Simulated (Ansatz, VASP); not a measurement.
Ir in VASP and in Ansatz

The input INCAR:

```
SYSTEM = Ir
PREC = Accurate
ENCUT = 520
EDIFF = 1E-6
ISMEAR = 0
SIGMA = 0.15
LREAL = .False.
LASPH = .True.
NELM = 60
ALGO = Normal
ISIF = 2
LWAVE = .False.
LCHARG = .False.
GGA = PS
NBANDS = 10
```

File KPOINTS:

```
Automatic mesh
0
Gamma
  22 22 22
  0 0 0
```

POSCAR

```
Ir
1.0
    0.0000000000      2.0732760000      1.8429120000
    2.0732760000      0.0000000000      1.8429120000
    2.0732760000      2.0732760000      0.0000000000
Ir
1
Direct
    0.0000000000      0.0000000000      0.0000000000
```

Input for Ansatz:

```yaml
crystal:
  lattice:
    - [0.0, 2.073276, 1.842912]
    - [2.073276, 0.0, 1.842912]
    - [2.073276, 2.073276, 0.0]
  atoms:
    - { symbol: Ir, position: [0.0, 0.0, 0.0] }
basis:
  ecutwfc: 420
kpoints:
  mp_grid: { grid: [22, 22, 22] }
hamiltonian:
  xc: pbesol
scf:
  occupations: { method: gaussian, width: 0.15 }
output:
  forces: true
  stress: true
  eigenvalues: true
```

Change from the starting cell: strain +0.080 along x and y, -0.040 along z, atoms carried along.

Alike in both runs: task single point; functional PBEsol; k mesh 22 × 22 × 22; occupations gaussian, width 0.15 eV; no spin polarisation.

|  | VASP | Ansatz |
| --- | --- | --- |
| version | VASP 6.6.1 | Ansatz 0.2.0 |
| potentials or method | VASP PAW PBE potentials, release 64 (Ir) | scalar-relativistic, plane waves, PAW |
| plane-wave cutoff (eV) | 520 | 420 |
| valence electrons in the cell | 9 | 17 |

```csv
,VASP,Ansatz,Ansatz less VASP
gap on the k mesh at the Fermi level (eV),none,none,-
pressure (GPa),-31.4,-31.8,-0.40
largest component of the traceless stress (GPa),18.74,18.85,+0.112
```

A gap of «none» marks a metal or a gap that the smearing closes. The two sets of potentials don't hold the same shells in valence.

Caveats: the cell as given lies far from equilibrium; so large a pressure means that the cell lies far from this level's equilibrium, or that cutoff or potentials fall short (VASP); the potentials were made for another functional, which shifts forces and pressure (VASP). The runs have no spin-orbit coupling, so splittings on Ir are missing.
